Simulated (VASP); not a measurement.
# GaAs in VASP: one cell, several levels of theory

What does VASP give for GaAs (zincblende), under +4.2 % strain along z alone, the cell held fixed? Runs: PBE, r2SCAN. The results are then set beside those of Ansatz 0.2.0 for the same cell.

Program: VASP 6.6.1. PAW datasets, plane waves. (Simulation; spin polarisation is off.)

## 1. The cell

The cell comes from an earlier relaxation with r2SCAN in another program, then strained, with the atoms relaxed again.

It is tetragonal, I-4m2 (No. 119); a = 4.007 Å, c = 5.907 Å in the conventional setting, 23.71 Å³ an atom. Ga has 4 As at 2.49 Å; As has 4 Ga at 2.49 Å.

As a file:

Space group I-4m2 (No. 119). a = 4.007 Å, b = 4.007 Å, c = 5.907 Å, α = 90.00°, β = 90.00°, γ = 90.00°
```json
{"atom": "Ga", "site": "2a", "symmetry": "-4m2", "x": "0.0000", "y": "0.0000", "z": "0.0000"}
{"atom": "As", "site": "2d", "symmetry": "-4m2", "x": "0.5000", "y": "0.0000", "z": "0.2500"}
```

## 2. PBE at this geometry

INCAR reads:

```
ENCUT = 520.000000
SIGMA = 0.020000
EDIFF = 1.00e-07
GGA = PE
PREC = Accurate
IBRION = -1
ISIF = 2
ISMEAR = -1
NBANDS = 16
NELM = 120
NSW = 0
LASPH = .TRUE.
LCHARG = .FALSE.
LWAVE = .FALSE.
LREAL = .FALSE.
```

KPOINTS reads:

```
KPOINTS created by Atomic Simulation Environment
0
Gamma
8 8 8
0 0 0
```

KPOINTS_OPT reads:

```
special points
6
Reciprocal
0.0000000000 0.0000000000 0.0000000000 1
-0.5000000000 -0.5000000000 0.0000000000 1
-0.3750000000 -0.3750000000 0.2500000000 1
-0.3750000000 0.0000000000 0.3750000000 1
0.0000000000 0.0000000000 0.5000000000 1
-0.5000000000 -0.2500000000 0.2500000000 1
```

POSCAR reads:

```
Ga As
 1.0000000000000000
     0.0000000000000000    2.8330850946999999    2.9534912112999998
     2.8330850946999999    0.0000000000000000    2.9534912112999998
     2.8330850946999999    2.8330850946999999    0.0000000000000000
 Ga  As
   1   1
Cartesian
  0.0000000000000000  0.0000000000000000  0.0000000000000000
  1.4165425473500000  1.4165425473500000  1.4767456056499999
```

Potentials: the recommended PBE PAW datasets, 18 valence electrons in the neutral cell.

On the command line:

```
> mpirun -np 1 vasp_std
```

Standard output, without the iteration lines:

```text
POSCAR found type information on POSCAR GaAs
 POSCAR found :  2 types and       2 ions
 LDA part: xc-table for (Slater+PW92), standard interpolation
 POSCAR, INCAR and KPOINTS ok, starting setup
 FFT: planning ... GRIDC
 FFT: planning ... GRID_SOFT
 FFT: planning ... GRID
 WAVECAR not read
 entering main loop
 Start KPOINTS_OPT (optional k-point list driver)
k-point batch [1-6\6]
```

OSZICAR:

```text
N       E                     dE             d eps       ncg     rms          rms(c)
DAV:   1     0.826316022034E+02    0.82632E+02   -0.87946E+03  1936   0.153E+03
DAV:   2    -0.182549366588E+01   -0.84457E+02   -0.80489E+02  2200   0.304E+02
DAV:   3    -0.831163470170E+01   -0.64861E+01   -0.64677E+01  2256   0.661E+01
DAV:   4    -0.841104024218E+01   -0.99406E-01   -0.99393E-01  2400   0.913E+00
DAV:   5    -0.841247792238E+01   -0.14377E-02   -0.14377E-02  2336   0.986E-01    0.276E+00
DAV:   6    -0.827641924126E+01    0.13606E+00   -0.21294E-01  2848   0.755E+00    0.165E+00
DAV:   7    -0.825946876167E+01    0.16950E-01   -0.58113E-02  2360   0.168E+00    0.556E-01
DAV:   8    -0.826032587700E+01   -0.85712E-03   -0.97862E-03  2272   0.110E+00    0.952E-02
DAV:   9    -0.826072986491E+01   -0.40399E-03   -0.93705E-04  2408   0.379E-01    0.529E-02
DAV:  10    -0.826079616501E+01   -0.66300E-04   -0.68947E-05  2584   0.761E-02    0.286E-02
DAV:  11    -0.826084974336E+01   -0.53578E-04   -0.77087E-05  2192   0.643E-02    0.366E-03
DAV:  12    -0.826085003479E+01   -0.29144E-06   -0.12858E-06  2376   0.146E-02    0.154E-03
DAV:  13    -0.826085044483E+01   -0.41004E-06   -0.59907E-07  2352   0.565E-03    0.650E-04
DAV:  14    -0.826085043769E+01    0.71423E-08   -0.13224E-08  1840   0.119E-03
   1 F= -.82608504E+01 E0= -.82608032E+01  d E =-.944998E-04
       N       E                     dE             ncg
DAV:   1     0.138635436184E+04   -0.33754E+04      192
DAV:   2     0.876718853547E+03   -0.50964E+03      216
DAV:   3     0.837128044325E+03   -0.39591E+02      248
DAV:   4     0.836456499343E+03   -0.67154E+00      224
DAV:   5     0.836447775939E+03   -0.87234E-02      280
DAV:   6     0.836447423423E+03   -0.35252E-03      272
DAV:   7     0.836447420016E+03   -0.34070E-05      272
DAV:   8     0.836447419874E+03   -0.14173E-06      192
DAV:   9     0.836447419865E+03   -0.86154E-08      248
```

The lines after F= are the extra pass for the points of KPOINTS_OPT, at fixed density; their E is not a total energy.

OUTCAR, selected sections:

```text
k-points           NKPTS =     59   k-points in BZ     NKDIM =     59   number of bands    NBANDS=     16

   NELECT =      18.0000    total number of electrons

   dimension x,y,z NGX =    30 NGY =   30 NGZ =   30
   dimension x,y,z NGXF=    60 NGYF=   60 NGZF=   60

  energy-cutoff  :      520.00
  volume of cell :       47.41
      direct lattice vectors                 reciprocal lattice vectors
     0.000000000  2.833085095  2.953491211    -0.176486051  0.176486051  0.169291176
     2.833085095  0.000000000  2.953491211     0.176486051 -0.176486051  0.169291176
     2.833085095  2.833085095  0.000000000     0.176486051  0.176486051 -0.169291176

 k-points in reciprocal lattice and weights: KPOINTS created by Atomic Simulation Env
   0.00000000  0.00000000  0.00000000       0.002
   0.12500000 -0.00000000  0.00000000       0.016
   0.25000000 -0.00000000  0.00000000       0.016
   0.37500000 -0.00000000  0.00000000       0.016
   0.50000000 -0.00000000  0.00000000       0.008
   0.12500000  0.12500000  0.00000000       0.004
   0.25000000  0.12500000  0.00000000       0.016
   0.37500000  0.12500000  0.00000000       0.016
[... 51 more k-points ...]

 E-fermi :   3.6154

 k-point     1 :       0.0000    0.0000    0.0000
  band No.  band energies     occupation
      1     -11.2454      2.00000
      2     -11.2348      2.00000
      3     -11.2348      2.00000
      4     -11.1745      2.00000
      5     -11.1674      2.00000
      6      -8.8944      2.00000
      7       3.3285      2.00000
      8       3.5733      1.78328
      9       3.5733      1.78327
     10       3.6411      0.43355
     11       7.1787      0.00000
     12       7.1787      0.00000
     13       7.2926      0.00000
     14      10.9334      0.00000
     15      13.0667      0.00000
     16      13.8897      0.00000

 k-point     2 :       0.1250   -0.0000    0.0000
  band No.  band energies     occupation
      1     -11.2505      2.00000
      2     -11.2372      2.00000
      3     -11.2319      2.00000
      4     -11.1749      2.00000
      5     -11.1672      2.00000
      6      -8.7246      2.00000
      7       1.4922      2.00000
      8       3.1787      2.00000
      9       3.3710      1.99999
     10       4.8505      0.00000
     11       7.4475      0.00000
     12       7.5126      0.00000
     13       7.7172      0.00000
     14      11.8253      0.00000
     15      12.3907      0.00000
     16      12.9692      0.00000

 k-point     3 :       0.2500   -0.0000    0.0000
  band No.  band energies     occupation
      1     -11.2728      2.00000
      2     -11.2320      2.00000
      3     -11.2256      2.00000
      4     -11.1750      2.00000
      5     -11.1660      2.00000
      6      -8.2513      2.00000
      7      -0.5575      2.00000
      8       2.7326      2.00000
      9       2.9894      2.00000
     10       4.7725      0.00000
     11       7.9865      0.00000
     12       8.0718      0.00000
     13       9.2338      0.00000
     14      12.1544      0.00000
     15      12.5597      0.00000
     16      12.5862      0.00000

 k-point     4 :       0.3750   -0.0000    0.0000
  band No.  band energies     occupation
      1     -11.2944      2.00000
      2     -11.2269      2.00000
      3     -11.2206      2.00000
      4     -11.1738      2.00000
      5     -11.1635      2.00000
      6      -7.6243      2.00000
      7      -2.1947      2.00000
      8       2.3843      2.00000
      9       2.6945      2.00000
     10       4.4578      0.00000
     11       8.0555      0.00000
     12       8.2578      0.00000
     13      10.9723      0.00000
     14      12.2350      0.00000
     15      13.4760      0.00000
     16      13.6773      0.00000

 k-point     5 :       0.5000   -0.0000    0.0000
  band No.  band energies     occupation
      1     -11.3029      2.00000
      2     -11.2251      2.00000
      3     -11.2190      2.00000
      4     -11.1729      2.00000
      5     -11.1621      2.00000
      6      -7.2746      2.00000
      7      -2.8900      2.00000
      8       2.2582      2.00000
      9       2.5887      2.00000
     10       4.3344      0.00000
     11       8.0087      0.00000
     12       8.2419      0.00000
     13      11.2064      0.00000
     14      13.4908      0.00000
     15      14.9582      0.00000
     16      15.1431      0.00000

 k-point     6 :       0.1250    0.1250    0.0000
  band No.  band energies     occupation
      1     -11.2612      2.00000
      2     -11.2292      2.00000
      3     -11.2292      2.00000
      4     -11.1732      2.00000
      5     -11.1690      2.00000
      6      -8.6786      2.00000
      7       1.3167      2.00000
      8       2.9860      2.00000
      9       2.9860      2.00000
     10       5.5544      0.00000
     11       6.6908      0.00000
     12       8.0749      0.00000
     13       8.0749      0.00000
     14      11.1228      0.00000
     15      12.0788      0.00000
     16      14.1206      0.00000

 k-point     7 :       0.2500    0.1250    0.0000
  band No.  band energies     occupation
      1     -11.2778      2.00000
      2     -11.2256      2.00000
      3     -11.2227      2.00000
      4     -11.1722      2.00000
      5     -11.1702      2.00000
      6      -8.3134      2.00000
      7      -0.1597      2.00000
      8       2.3894      2.00000
      9       2.5504      2.00000
     10       5.9023      0.00000
     11       6.9647      0.00000
     12       8.8165      0.00000
     13       8.8216      0.00000
     14      11.0257      0.00000
     15      13.3389      0.00000
     16      13.7729      0.00000

 k-point     8 :       0.3750    0.1250    0.0000
  band No.  band energies     occupation
      1     -11.2952      2.00000
      2     -11.2233      2.00000
      3     -11.2171      2.00000
      4     -11.1716      2.00000
      5     -11.1688      2.00000
      6      -7.7247      2.00000
      7      -1.7511      2.00000
      8       1.7160      2.00000
      9       2.2995      2.00000
     10       5.6623      0.00000
     11       7.5714      0.00000
     12       9.0754      0.00000
     13       9.7034      0.00000
     14      12.4479      0.00000
     15      13.4663      0.00000
     16      14.2754      0.00000

 k-point     9 :       0.5000    0.1250    0.0000
  band No.  band energies     occupation
      1     -11.3053      2.00000
      2     -11.2224      2.00000
      3     -11.2152      2.00000
      4     -11.1722      2.00000
      5     -11.1655      2.00000
      6      -7.2175      2.00000
      7      -2.7594      2.00000
      8       1.2644      2.00000
      9       2.3065      2.00000
     10       5.4830      0.00000
     11       7.7157      0.00000
     12       8.8626      0.00000
     13      11.2304      0.00000
     14      13.0053      0.00000
     15      14.4033      0.00000
     16      15.0146      0.00000

 k-point    10 :      -0.3750    0.1250    0.0000
  band No.  band energies     occupation
      1     -11.3020      2.00000
      2     -11.2234      2.00000
      3     -11.2169      2.00000
      4     -11.1750      2.00000
      5     -11.1636      2.00000
      6      -7.3206      2.00000
      7      -2.5428      2.00000
      8       1.1362      2.00000
      9       2.5593      2.00000
     10       5.4918      0.00000
     11       7.9598      0.00000
     12       8.5833      0.00000
     13      10.9168      0.00000
     14      12.9455      0.00000
     15      13.0686      0.00000
     16      15.1225      0.00000

 k-point    11 :      -0.2500    0.1250    0.0000
  band No.  band energies     occupation
      1     -11.2854      2.00000
      2     -11.2274      2.00000
      3     -11.2220      2.00000
      4     -11.1774      2.00000
      5     -11.1642      2.00000
      6      -7.9006      2.00000
      7      -1.2533      2.00000
      8       1.3823      2.00000
      9       2.9746      2.00000
     10       5.6570      0.00000
     11       8.0544      0.00000
     12       8.2011      0.00000
     13       9.4481      0.00000
     14      11.8543      0.00000
     15      13.0124      0.00000
     16      14.4191      0.00000

 k-point    12 :      -0.1250    0.1250    0.0000
  band No.  band energies     occupation
      1     -11.2626      2.00000
      2     -11.2346      2.00000
      3     -11.2287      2.00000
      4     -11.1769      2.00000
      5     -11.1657      2.00000
      6      -8.4431      2.00000
      7       0.3692      2.00000
      8       2.1004      2.00000
      9       3.3541      2.00000
     10       5.5720      0.00000
     11       7.3140      0.00000
     12       7.6443      0.00000
     13       8.8958      0.00000
     14      11.9248      0.00000
     15      12.6450      0.00000
     16      13.1360      0.00000

[... the tables of k-points 13 to 59 left out ...]

  Total        0.2983952      0.2983952     -0.4681968      0.0000000      0.0000000      0.0000000
  in kB       10.0836450     10.0836450    -15.8217351      0.0000000      0.0000000      0.0000000
  external PRESSURE =       1.4485183 kB  Pullay stress =       0.0000000 kB

 POSITION                                       TOTAL-FORCE (eV/Angst)
 -----------------------------------------------------------------------------------
      0.00000      0.00000      0.00000        -0.000000     -0.000000      0.000000
      1.41654      1.41654      1.47675         0.000000      0.000000     -0.000000
 -----------------------------------------------------------------------------------
    total drift:                                0.000002      0.000002      0.000002

  FREE ENERGIE OF THE ION-ELECTRON SYSTEM (eV)
  ---------------------------------------------------
  free  energy   TOTEN  =        -8.2608504377 eV

  energy  without entropy=       -8.2607559379  energy(sigma->0) =       -8.26080319
```

Hardware: 1 MPI rank of Intel Xeon Platinum 8488C, shared host.

The levels at the points of KPOINTS_OPT are read from vasprun.xml.

Levels at the named points, in eV from the top of band v (v: the last filled band by count, c: the next):

```tsv
point	v−1	v	c	c+1
Γ	0.00	0.00	0.07	3.61
X	-2.41	-2.41	1.64	1.85
U	-3.69	-2.01	2.12	4.74
K	-3.69	-2.28	1.80	4.30
L	-1.32	-0.98	0.76	4.44
W	-3.38	-3.20	4.43	4.69
```

Gap with PBE: 0.07 eV, direct (Γ). Pressure: 0.14 GPa; the forces vanish within 0.01 eV/Å.

(Part 1 of 2 ends here.)
